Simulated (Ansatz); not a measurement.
# La2O3: ¹³⁹La NMR of the central transition

Cell: a computed structure from the Materials Project (it need not be an observed phase).

Space group C2/m (No. 12); a = 14.7637, b = 3.7981, c = 9.2243 Å, β = 100.30°.

```
site  Wyckoff  site symmetry       x       y       z
 La1       4i              m  0.3096  0.0000  0.8617
 La2       4i              m  0.6345  0.0000  0.4925
 La4       4i              m  0.0330  0.0000  0.8120
  O7       4i              m  0.2003  0.0000  0.6273
  O8       4i              m  0.1281  0.0000  0.2863
  O9       4i              m  0.5258  0.0000  0.6566
 O10       4i              m  0.1759  0.0000  0.9749
 O15       2b            2/m  0.5000  0.0000  0.0000
```

One atom of each set is listed; the run and its k-mesh use a cell of 15 atoms with edges of 7.62, 7.62, 9.22 Å.

The numbers come from a DFT calculation in Ansatz (PBE, plane waves and PAW (field gradients read without the response of the frozen cores, which leaves them typically 4 to 6 % off), with spin–orbit coupling, 420 eV cutoff, Γ-centred 6×6×3 k-points, Fermi–Dirac smearing 0.02 eV).

¹³⁹La has I = 7/2 and Q = 206.0 mb (Pyykkö 2018); at 35.2 T its Larmor frequency is ν₀ = 213.4 MHz (from the bare nuclear moment; shielding lowers the observed one by a per cent or two). Only the quadrupole interaction is simulated: positions count from each site's isotropic chemical shift, and shift anisotropy, dipolar and J coupling are left out.

(1) Simulate the second-order pattern (static powder, Gaussian broadening 40 kHz) of site La4 (6 O at 2.36–2.67 Å).

## Answers

(1) The calculation gives C_Q = 96.4 MHz and η = 0.75, so ν_Q = 6.89 MHz and the centre of gravity lies at -620 ppm (-132 kHz).

(offset (kHz), height): (-709.9, 0), (-674.5, 4), (-639.2, 24), (-603.8, 34), (-568.4, 36), (-533.0, 37), (-497.7, 39), (-462.3, 40), (-426.9, 42), (-391.6, 44), (-356.2, 46), (-320.8, 49), (-285.5, 52), (-250.1, 56), (-214.7, 61), (-179.4, 67), (-144.0, 78), (-108.6, 97), (-73.3, 100), (-37.9, 88), (-2.5, 86), (32.8, 91), (68.2, 99), (103.6, 83), (138.9, 48), (174.3, 39), (209.7, 36), (245.1, 33), (280.4, 31), (315.8, 21), (351.2, 3), (386.5, 0)

The run took 11 min of wall time (11 min of CPU time) and 2.4 GiB at its peak, on 1 thread of Intel Xeon Platinum 8488C (Sapphire Rapids) (x86_64; 16 cores open to the job, memory cap 3.0 GiB, no GPU), a shared host with a load of 0.4 a core.
